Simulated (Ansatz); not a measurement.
## Cubic perovskite CsPbI3 (cubic high-temperature phase)

The numbers are results of LDA (Ansatz, an electronic-structure program, plane waves, PAW), not measurements.

Numerical settings: plane-wave cutoff 520 eV, 6×6×6 k mesh, Fermi–Dirac smearing 0.01 eV, scalar-relativistic PAW data made under PBE.

Cell (relaxed at this level):

CsPbI₃ is modelled in the cubic space group Pm-3m (No. 221), the cubic perovskite structure, Pearson symbol cP5. Lattice parameters: a = b = c = 6.1421 Å, α = β = γ = 90.00°. Cs on 1a sees 12 I at 4.343 Å (cuboctahedral). Pb on 1b is surrounded by 6 I at 3.071 Å (octahedral). I on 3c is surrounded by 2 Pb at 3.071 Å and 4 Cs at 4.343 Å (octahedral). (Neighbours: up to the widest gap in distance over summed covalent radii, below 1.35, at either atom; cation-cation and far metal-metal contacts left out.)

For cubic perovskite CsPbI3 (cubic high-temperature phase), the bulk modulus B0 is 20.5 GPa. The band gap is 1.00 eV and the direct gap at Γ is 4.07 eV. The pressure derivative B′ of the bulk modulus comes out as 4.8.

Note: the relaxation could not lower the start's symmetry, so the cell can be a saddle point above a distorted one.

Spin–orbit coupling is not included; with these elements it can move the gap by several tenths of an eV or more.

The computed numbers hold no vibrational or temperature effects.
